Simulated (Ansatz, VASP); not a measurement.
## CdF2 in VASP and in Ansatz

Contents of INCAR:

```
PREC = Accurate
ENCUT = 520
EDIFF = 1E-7
ISMEAR = 0
SIGMA = 0.05
LREAL = F
LASPH = T
NELM = 100
ALGO = Normal
ISIF = 2
LWAVE = F
LCHARG = T
GGA = CA
LELF = T
LVHAR = T
NBANDS = 20
```

File KPOINTS:

```
regular mesh
0
Gamma
  8 8 8
```

Contents of POSCAR:

```
CdF2
1.0
    0.0000000000      2.6488277134      2.6488277134
    2.6488277134      0.0000000000      2.6488277134
    2.6488277134      2.6488277134      0.0000000000
Cd F
1 2
Direct
   -0.1132576492      0.1132576492     -0.1132576492
    0.2500000000      0.2500000000      0.2500000000
    0.7500000000      0.7500000000      0.7500000000
```

Input for Ansatz:

```yaml
crystal:
  lattice:
    - [0.0, 2.6488277134, 2.6488277134]
    - [2.6488277134, 0.0, 2.6488277134]
    - [2.6488277134, 2.6488277134, 0.0]
  atoms:
    - { symbol: Cd, position: [-0.1132576492, 0.1132576492, -0.1132576492] }
    - { symbol: F, position: [0.25, 0.25, 0.25] }
    - { symbol: F, position: [0.75, 0.75, 0.75] }
basis:
  ecutwfc: 420
kpoints:
  mp_grid: { grid: [8, 8, 8] }
hamiltonian:
  xc: lda
scf:
  occupations: { method: gaussian, width: 0.05 }
output:
  forces: true
  stress: true
  eigenvalues: true
```

Alike in both runs: task single point; functional LDA; k mesh 8 × 8 × 8; occupations gaussian, width 0.05 eV; no spin polarisation.

```csv
,VASP,Ansatz
version,VASP 6.6.1,Ansatz 0.2.0
potentials or method,"VASP PAW LDA potentials, release 64 (Cd, F)","scalar-relativistic, plane waves, PAW"
plane-wave cutoff (eV),520,420
valence electrons in the cell,26,34
```

VASP gave:

* gap on the k mesh at the Fermi level (eV): 2.13
* least direct gap on the mesh (eV): 3.52
* pressure (GPa): 24.0
* largest component of the traceless stress (GPa): 16.94
* rms of the force components (eV/Å): 1.454

**Question.** Which values does Ansatz return?

**Answer.** gap on the k mesh at the Fermi level (eV): 2.19; least direct gap on the mesh (eV): 3.54; pressure (GPa): 21.1; largest component of the traceless stress (GPa): 15.06; rms of the force components (eV/Å): 1.316.

Atom by atom the forces differ by 0.138 eV/Å (rms over components). The two sets of potentials don't hold the same shells in valence.

Caveats: so large a pressure means that the cell lies far from this level's equilibrium, or that cutoff or potentials fall short (VASP); forces of over 1 eV/Å show positions far from the minimum, so gaps and moduli don't describe the material at rest. A k mesh can miss the band edges.
